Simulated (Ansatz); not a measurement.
Crystal: BaZrO3.

```
Ba Zr O
1.0
     4.19134    0.00000    0.00000
     0.00000    4.19134    0.00000
     0.00000    0.00000    4.19134
Ba Zr O
1 1 3
Cartesian
  0.0000 0.0000 0.0000
  2.0957 2.0957 2.0957
  2.0957 2.0957 0.0000
  2.0957 0.0000 2.0957
  0.0000 2.0957 2.0957
```

* Program: Ansatz 0.2.0
* Task: single point
* Functional: PBEsol
* Potentials or basis: all-electron LAPW, scalar-relativistic
* Cutoff: 346 eV (chosen from the basis error)
* Basis error allowed: 0.001 eV/atom
* k mesh: 6 × 6 × 6
* Occupations: fermi-dirac, width 0.05 eV
* Spin: no spin polarisation

On this cell: pressure -1.2 GPa; largest force zero by symmetry; band gap on the k mesh 3.15 eV, indirect (least direct gap 3.35 eV).

The same run follows on a disturbed copy (atoms moved at random, drawn with an rms of 0.05 Å):

```
CELL_PARAMETERS angstrom
4.19134 0.00000 0.00000
0.00000 4.19134 0.00000
0.00000 0.00000 4.19134
ATOMIC_POSITIONS crystal
Ba 0.00020 0.00777 0.99258
Zr 0.50054 0.50828 0.49188
O 0.49283 0.50117 0.00047
O 0.49436 0.00155 0.50659
O 0.99417 0.50599 0.50463
```

**Question.** What changes?

**Answer.** The energy moves by +1.6 meV/atom; pressure -1.1 GPa; largest force 0.278 eV/Å; band gap on the k mesh 3.18 eV, indirect (least direct gap 3.38 eV).

Forces in eV/Å, atoms in the order of the input:
```
Ba   0.012 -0.001 -0.045
Zr  -0.135 -0.137  0.201
O    0.004 -0.015 -0.052
O   -0.008  0.206 -0.060
O    0.127 -0.053 -0.044
```

Stress tensor (GPa, compression positive):
```
-1.15  0.00 -0.01
 0.00 -1.19  0.00
-0.01  0.00 -1.02
```

Caveats: spin-orbit coupling is left out, which moves the levels of the heavy elements.

A k mesh can miss the band edges.
